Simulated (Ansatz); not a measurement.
# Al2O3 (P-3m1) in Ansatz: a series of runs

The runs below take Al2O3 through single point, with r2SCAN0, PBE0.

All numbers are computed with Ansatz 0.2.0; they aren't measurements. Logs are shortened: lines on timing, memory, paths and dates and some standing lists are left out, and cuts for length are marked.

### 1 Starting point

Symmetry: P-3m1, No. 164, trigonal system. Conventional cell: a = 3.017 Å, b = 3.017 Å, c = 7.575 Å, α = 90.00°, β = 90.00°, γ = 120.00°. Around Al (site symmetry 3m) lie 4 O at 1.68 to 1.84 Å. O (site symmetry -3m) is surrounded by 2 Al at 1.68 Å. O (site symmetry 3m) has 3 Al at 1.84 Å as nearest neighbours.

Measurements of this composition are mostly on another form, of space group No. 167.

### 2 Single point, r2SCAN0

File input.yaml:

```yaml
crystal:
  lattice:
    - [3.017482544, 0.0, 0.0]
    - [-1.508741272, 2.6132165386, 0.0]
    - [0.0, 0.0, 7.5746360022]
  atoms:
    - { symbol: Al, position: [0.0, 0.0, 0.722049] }
    - { symbol: Al, position: [0.0, 0.0, 0.277951] }
    - { symbol: O, position: [0.0, 0.0, 0.5] }
    - { symbol: O, position: [0.6666666667, 0.3333333333, 0.800546] }
    - { symbol: O, position: [0.3333333333, 0.6666666667, 0.199454] }
hamiltonian:
  xc: r2scan0
  pseudopotentials: { kind: paw }
kpoints:
  mp_grid: { grid: [6, 6, 2] }
scf:
  occupations: { method: fermi_dirac, width: 0.05 }
output:
  forces: true
  stress: true
  eigenvalues: true
```

Potentials or basis: Ansatz PAW.

Started as:

```
ansatz run input.yaml --threads 2 --pin off --max-ram 5632MiB --backend cpu --events-out ev --progress --plain --runs-dir out
```

Standard output:

```text
Warning: output.stress: scf.convergence.dr2_threshold = 1e-7 eV (the SCF's general default) is looser than the 5e-10 eV advised for a printed stress (1e-10 eV for each atom of the cell: 5). What an SCF threshold leaves in a stress goes as its square root, and in the free energy as the threshold itself, and one threshold admits the most on a small cell: of the crystals measured, under no hybrid functional and no lock of the moments, on runs that ended without the residual-converged pass, on stresses that held no estimate of that error, the worst erred by over 100 MPa in a component at 1e-7 eV an atom and by under 5 at 1e-10. Set scf.convergence.dr2_threshold to 5e-10 eV or tighter. The threshold is an SCF's pass mark: one that does not reach it within its budget of iterations ends unconverged, or closes short of it on a stop that the run arms, and scf.convergence.dr2_threshold's page says what that costs each kind of run
Warning: output.stress: scf.exx.energy_threshold = 1e-6 eV is looser than the 5e-8 eV advised for a stress under a hybrid functional (1e-8 eV for each atom of the cell: 5). Every SCF of the exchange loop can meet its threshold on dr2 while the loop round them stops early: no threshold on dr2 bounds what that leaves in the stress. Set scf.exx.energy_threshold to 5e-8 eV or tighter. The threshold is the loop's pass mark: a loop that does not reach it within its budget of cycles ends unconverged, and scf.exx.energy_threshold's page has the law
Warning: RAYON_NUM_THREADS=2 ignored (pool sized by the plan → 2); use --threads N
Engine: ansatz 0.2.0, x86_64-unknown-linux-gnu
Pseudopotentials: kind: paw
Pseudopotential: Al, paw, valence charge 3, recommended cutoff 500 eV (meta_gga), Al.paw.azcp
Pseudopotential: O, paw, valence charge 6, recommended cutoff 500 eV (meta_gga), O.paw.azcp
Functional definition: r2SCAN0
  parameter a = 0.25
  parameter k0 = 0.174
  parameter k1 = 0.065
  parameter a1 = 4.9479
  exchange = (1 - a)*r2scan_x(k0 = k0, k1 = k1, a1 = a1) + a*exact_x
  correlation = r2scan_c
Crystal: 5 atoms, lattice volume = 59.729 Å³
Basis set: ecut = 500 eV, 1539 PW (Γ), exchange–correlation on 96×96×240 points (64 copies of the dense FFT grid, shifted against one another)
Bands: 17, of which v1, the nominal top of the filled ones, is band 12 counted from 1 (11 counted from 0)
Symmetry: 12 space group operations
Space group: P-3m1 (ITA 164), of the structure as read, at distance tolerance 3.9e-5 Å
k-points: 14 of 72
Non-local potential: Al, projectors of the file, l = 0: 2, l = 1: 2, l = 2: 1
Non-local potential: O, projectors of the file, l = 0: 2, l = 1: 2, l = 2: 1
PAW form: soft (Blöchl's): semilocal exchange-correlation on the pseudo side does not see the compensation charge
PAW frozen core: Al, regenerated for the run's functional, and the local potential with it (the file was generated under x = pbe(κ = 0.804, μ = 0.2195149727645171), c = pbe(β = 0.06672455060314922))
PAW frozen core: O, regenerated for the run's functional, and the local potential with it (the file was generated under x = pbe(κ = 0.804, μ = 0.2195149727645171), c = pbe(β = 0.06672455060314922))
PAW one-centre angular grid: Al, 302 points (default); XC on 160 Gauss nodes
PAW one-centre angular grid: O, 302 points (default); XC on 160 Gauss nodes
Initial density: superposition of atomic densities (neutral atoms: chi_scale 0, normalization atom), corrected by the library's trained network
Initial wavefunctions: pseudopotential atomic-orbital guess
Functional: x = r2scan, c = r2scan; τ floored in thin density (d = 2e-4 eV/Å³), warm-up for x = 0.75 r2scan + 0.25 exact, c = r2scan; τ floored in thin density (d = 2e-4 eV/Å³)
[... 27 lines left out ...]
SCF iter   2: F=—  HF=-2792.400547 eV  |F-HF|=—  |Δ(HF+E_count)|=   1.56e-7  Δρ=1.22e-5  dr2=5.73e-8  dr2_τ=6.35e-9  ethr=5.52e-10  ⟨swp⟩=4.1  Hψ=693  notcnv=0
SCF iter   3: F=—  HF=-2792.400547 eV  |F-HF|=—  |Δ(HF+E_count)|=   1.13e-8  Δρ=3.08e-6  dr2=1.63e-8  dr2_τ=4.36e-10  ethr=1.92e-10  ⟨swp⟩=3.0  Hψ=474  notcnv=0
SCF iter   4: F=—  HF=-2792.400547 eV  |F-HF|=—  |Δ(HF+E_count)|=   9.62e-8  Δρ=4.94e-6  dr2=1.28e-8  dr2_τ=1.13e-9  ethr=8.98e-12  ⟨swp⟩=4.9  Hψ=885  notcnv=0  defer=5
SCF iter   5: F=—  HF=-2792.400547 eV  |F-HF|=—  |Δ(HF+E_count)|=   3.40e-9  Δρ=2.14e-6  dr2=1.97e-9  dr2_τ=9.24e-11  ethr=8.98e-12  ⟨swp⟩=4.0  Hψ=586  notcnv=0
SCF iter   6: F=-2792.400547 eV  HF=-2792.400547 eV  |F-HF|=1.56e-10  |Δ(HF+E_count)|=  4.87e-10  Δρ=7.82e-7  dr2=2.79e-10  dr2_τ=1.68e-11  ethr=6.28e-12  ⟨swp⟩=2.8  Hψ=435  notcnv=0
SCF 3 converged in 6 iterations: F = -2792.400547 eV  dr2 = 2.79e-10
  Residual-converged pass: ⟨swp⟩=3.0  Hψ=504  notcnv=0  max |occ|·‖R‖ = 6.8e-7 eV (tolerance 7.0e-7 eV)  dr2=2.45e-10  dr2_τ=1.33e-11  dr2_onsite=2.21e-11  max |Δocc| = 0.0e0
hybrid outer 2: dexx = +1.049e-7 eV, tail = 1.88e-9 eV, Δε = 1.24e-3 eV (about 2.43e-5 eV left of the loop's levels), ΔF = 1.05e-3 eV/Å (tail 1.32e-4)
hybrid SCF converged: 2 outer / 12 inner (+4 warm-up), last move |dexx| = 1.05e-7 eV, tail = 1.88e-9 eV
Stability not checked: this state was not tested for a lower state beside it, because the functional holds exact exchange (a hybrid, or Hartree-Fock), whose exchange loop this test does not read (fock_operator; see scf.lower_state_search)
Free energy (F): -2792.400547 eV
Frozen-core exchange: fock
Harris-Foulkes:  -2792.400547 eV  (|F-HF|=1.56e-10)
Internal energy: -2792.400547 eV  (E = F + TS)
E sigma→0 (E₀):  -2792.400547 eV
Fermi energy:    5.712731 eV
--- Per-component energies (eV) ---
  E_band       = -120.256529
  E_kinetic    = 587.656376
  E_local      = -1332.227937  (includes V_loc(G=0)·N_el)
  E_nonlocal   = 158.178837
  E_hartree    = 497.072175
  E_xc         = -229.502969
  E_vxc        = -291.615258  (∫ρ·V_xc dr)
  E_exx        = -77.372139  (= α·E_x^exact, valence–valence)
  E_paw        = -1416.670276  (= ΣΔE_a)
  E_vpaw       = -97.052957  (= ΣTr[D̂ρ^β])
  E_aug_tail   = 0.003168  (compensation charges beyond the density's cutoff)
  E_vtau       = 15.401709  (kinetic-family band-sum trace: ∫τ·v_τ [+ j·A + Jᵃ·Aᵃ] dr)
  E_ewald      = -979.223582
  E_core_change = -0.314196  (= ΣΔE_core)
  E_smearing   = -0.000000  (= −TS)
  E_closure    = -0.000004  (closes the sum)
  Σ components = -2792.400547   (vs F -2792.400547, Δ=0.00e0)
--- Forces (eV/Å), atoms counted from 1 ---
  atom   1  Al     0.00000000     0.00000000    -0.29966948
  atom   2  Al     0.00000000    -0.00000000     0.29966948
  atom   3  O      0.00000000     0.00000000     0.00000000
  atom   4  O     -0.00000000    -0.00000000    -0.62864284
  atom   5  O      0.00000000     0.00000000     0.62864284
  max |Σ_I F_I| component: 3.70e-17 eV/Å
--- Stress (GPa, compression-positive) ---
       -8.008157       0.000000      -0.000000
       -0.000000      -8.008157      -0.000000
       -0.000000       0.000000     -10.059625
  P = ⅓ Tr σ = -8.6920 GPa (-86.920 kbar)
--- Band table (eV; the first three rows and the last of 14) ---
  k-point 0: bands = ["-18.7522", "-18.5540", "-15.8793", "-3.0942", "-1.7279", "-0.7688", "-0.7688", "-0.7523", "-0.7523", "0.5945", "3.1164", "3.1164", "8.2312", "10.4535", "13.5076", "16.8469", "17.1041"]
  k-point 1: bands = ["-18.6661", "-18.6470", "-15.8694", "-3.3679", "-0.8338", "-0.7757", "-0.7757", "-0.7454", "-0.7454", "-0.1461", "3.1156", "3.1156", "9.1774", "9.4068", "14.4105", "15.0115", "18.5378"]
  k-point 2: bands = ["-18.5411", "-18.3693", "-15.7678", "-3.0421", "-1.8732", "-1.5629", "-1.4835", "-0.9756", "-0.9125", "0.5883", "2.3657", "2.9793", "9.6025", "11.3778", "13.4815", "15.8617", "17.3154"]
  k-point 13: bands = ["-17.6755", "-17.6755", "-15.3711", "-3.7490", "-3.3323", "-3.3323", "-3.0807", "-0.6641", "-0.6265", "-0.6265", "1.5202", "1.5202", "12.9937", "12.9937", "13.8113", "16.8486", "17.0772"]
```

Run time: 20 s. Hardware: 2 threads of Intel Xeon at 2.70GHz, shared host; peak memory 1.2 GiB.

Results:

```yaml
Free_energy: -2792.4005 eV
Pressure: -8.7 GPa
Largest_force: 0.629 eV/Å
Band_gap_on_the_k_mesh: 5.11 eV, direct
```

Forces on the atoms (eV/Å):
```
Al   0.000  0.000 -0.300
Al   0.000  0.000  0.300
O    0.000  0.000  0.000
O    0.000  0.000 -0.629
O    0.000  0.000  0.629
```

Caveat: the PAW data sets come from PBE, with cores solved anew for the run's functional, which leaves a small shift of forces and pressure; the thresholds are loose for stress.

### 3 Single point, PBE0

input.yaml: that of step 2 with these lines changed.

```diff
@@ -12,3 +12,3 @@
 hamiltonian:
-  xc: r2scan0
+  xc: pbe0
   pseudopotentials: { kind: paw }
```

Potentials or basis: Ansatz PAW.

Started as:

```
ansatz run input.yaml --threads 2 --pin off --max-ram 5632MiB --backend cpu --events-out ev --progress --plain --runs-dir out
```

Wall time 49 s (2 threads of Intel Xeon at 2.50GHz (Skylake/Cascade Lake), shared host); peak memory 0.81 GiB.

Results (log left out):

| Property | Result |
| --- | --- |
| Free energy | -2784.6748 eV |
| Pressure | -5.7 GPa |
| Largest force | 0.437 eV/Å |
| Band gap on the k mesh | 4.68 eV, direct |

Forces in eV/Å, atoms in the order of the input:
```
Al   0.000  0.000 -0.297
Al   0.000  0.000  0.297
O    0.000  0.000  0.000
O    0.000  0.000 -0.437
O    0.000  0.000  0.437
```

Stress tensor (GPa, compression positive):
```
-5.27  0.00  0.00
 0.00 -5.27  0.00
 0.00  0.00 -6.59
```

Levels at points of the mesh, in eV from the valence-band top:
| k point | band 8 | band 9 | band 10 | band 11 | band 12 | band 13 | band 14 | band 15 | band 16 | band 17 |
| --- | --- | --- | --- | --- | --- | --- | --- | --- | --- | --- |
| (0.00, 0.00, 0.00) | -3.83 | -3.83 | -2.49 | 0.00 | 0.00 | 4.68 | 6.83 | 9.92 | 13.18 | 13.35 |
| (0.00, 0.00, -0.50) | -3.82 | -3.82 | -3.23 | 0.00 | 0.00 | 5.64 | 5.80 | 10.73 | 11.41 | 14.75 |
| (0.00, -0.50, 0.00) | -4.46 | -3.73 | -3.37 | -1.88 | -0.52 | 7.04 | 8.77 | 10.89 | 11.58 | 12.32 |
| (0.00, -0.50, -0.50) | -4.51 | -3.62 | -3.61 | -1.81 | -0.52 | 7.54 | 8.09 | 10.73 | 11.34 | 13.14 |

Caveat: the pressure holds a Pulay correction of +0.4 GPa for the finite cutoff; the PAW data sets come from PBE, with cores solved anew for the run's functional, which leaves a small shift of forces and pressure; the thresholds are loose for stress.
